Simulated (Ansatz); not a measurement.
Runs of Ansatz 0.2.0 on Ge. It takes space group Fd-3m (No. 227, cubic). The conventional cell has a = 5.658 Å, b = 5.658 Å, c = 5.658 Å, α = 90.00°, β = 90.00°, γ = 90.00°. Ge (site symmetry -43m) is surrounded by 4 Ge at 2.45 Å. 

| task | level | cutoff (eV) | points for each segment of the path | mesh quality | gap on the mesh (eV) | pressure (GPa) |
| --- | --- | --- | --- | --- | --- | --- |
| band structure | RPBE | 420 | 14 | not flagged | 0.14 | 5.5 |
| band structure | LDA | 420 | 14 | coarse | none | -0.9 |
| band structure | PBE | 420 | 14 | coarse | none | 3.8 |
| band structure | HSE06 | 420 | 4 | not flagged | 0.89 | 1.0 |
| band structure | BLYP | 420 | 14 | coarse | none | (c) |
| single point | PBE0 | 420 | - | not flagged | (b) | (a) |
| band structure | revPBE | 420 | 14 | not flagged | 0.11 | (d) |
| single point | r2SCAN0 | 500 | - | not flagged | 1.66 | -0.9 |

Alike in all rows: potentials or basis Ansatz PAW; no spin polarisation; cell as given; k mesh 5 × 5 × 5; smearing fermi-dirac 0.05 eV.

Question: Estimate the missing entries.

Answer: (a) 0.8; (b) 1.50; (c) 7.6; (d) 5.0.

Caveats: some runs use coarse meshes; the PAW data sets come from PBE, with cores solved anew for the run's functional, which leaves a small shift of forces and pressure (some runs); the thresholds are loose for stress (some runs); odd divisions of the mesh miss points on the zone boundary, where band edges often lie, so the gap on the mesh can be too wide (some runs); the k mesh misses the band edges, so the gap on the mesh is wider than the one along the path (some runs).

A k mesh can miss the band edges, and the runs leave out spin-orbit coupling on Ge.

A gap of «none» marks a metal or a gap under the smearing width.
